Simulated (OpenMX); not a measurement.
The system is CdSe.

```
Cd Se
1.0
     0.00000    2.87396    2.87396
     2.87396    0.00000    2.87396
     2.87396    2.87396    0.00000
Cd Se
1 1
Direct
  0.98646 0.00218 0.01217
  0.49273 0.50827 0.48448
```

The cell comes from a database or a generator and needn't be the stable form of this composition.

The cell isn't the ideal one: atoms moved at random, drawn with an rms of 0.05 Å.

Base run:

| Quantity | Value |
| --- | --- |
| Program | OpenMX 3.8.5 |
| Functional | PBE |
| Potentials or basis | OpenMX 2013 PBE set, Cd7.0-s3p2d2, Se7.0-s3p2d2, grid cutoff 260 Ry |
| k mesh | 11 × 11 × 11 |
| Occupations | fermi-dirac, width 0.05 eV |
| Spin | no spin polarisation |

Its results: pressure 0.5 GPa; largest force 0.121 eV/Å.

Problem. The run is repeated on the same cell with these changes: k mesh from 11 × 11 × 11 to 3 × 3 × 3. What comes out?

Solution. Pressure 2.3 GPa; largest force 0.078 eV/Å.

Caveats: some runs use coarse meshes; the real-space grid is coarse for these elements, which adds noise of up to some 20 meV/atom to energies and shifts forces, pressures and volumes; the basis of atomic orbitals isn't converged, which shifts pressures, moduli and gaps.
